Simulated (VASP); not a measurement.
Pt:

```
CELL_PARAMETERS angstrom
0.00000 1.96090 1.96090
1.96090 0.00000 1.96090
1.96090 1.96090 0.00000
ATOMIC_POSITIONS crystal
Pt 0.00000 0.00000 0.00000
```

* Program: VASP 6.6.1
* Task: single point
* Functional: PBEsol
* Potentials or basis: VASP PAW PBE potentials, release 64 (Pt)
* Cutoff: 520 eV
* k mesh: 12 × 12 × 12
* Occupations: fermi-dirac, width 0.05 eV
* Spin: no spin polarisation

On this cell: pressure -1.0 GPa; band gap on the k mesh none (metal or under the smearing width).

The same run follows on a disturbed copy (cell strained at random at fixed volume):

```
Pt
1.0
    -0.01330    1.93575    1.94453
     1.97104    0.00303    1.92819
     2.00088    1.94926   -0.02681
Pt
1
Direct
  0.98674 0.01995 0.00694
```

What changes?

The energy (extrapolated to zero smearing) moves by +2.3 meV/atom; pressure -0.9 GPa; band gap on the k mesh none (metal or under the smearing width).

Stress tensor (GPa, compression positive):
```
-1.91 -0.60  1.37
-0.60 -0.44  0.59
 1.37  0.59 -0.38
```

Caveats: the PAW data sets were made with another functional, which shifts forces and pressure a little.
